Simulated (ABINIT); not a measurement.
Os:

```
CELL_PARAMETERS angstrom
2.73410 0.00000 0.00000
-1.36705 2.36780 0.00000
0.00000 0.00000 4.31970
ATOMIC_POSITIONS crystal
Os 0.66667 0.33333 0.75000
Os 0.33333 0.66667 0.25000
```

Base run:

| Property | Result |
| --- | --- |
| Program | ABINIT 10.8.3 (patched build) |
| Functional | LDA |
| Potentials or basis | JTH PAW LDA v2.0 |
| Cutoff | 408 eV |
| k mesh | 9 × 9 × 5 |
| Occupations | fermi-dirac, width 0.05 eV |
| Spin | no spin polarisation |

Its results: band gap on the k mesh none (metal or under the smearing width); pressure -9.1 GPa.

Problem. The run is repeated on the same cell with these changes: functional from LDA to PBEsol; potentials or basis from JTH PAW LDA v2.0 to JTH PAW PBE v2.0. What comes out?

Solution. Band gap on the k mesh none (metal or under the smearing width); pressure -2.6 GPa.

Caveats: the PAW data sets were made with another functional, which shifts forces and pressure a little (some runs).
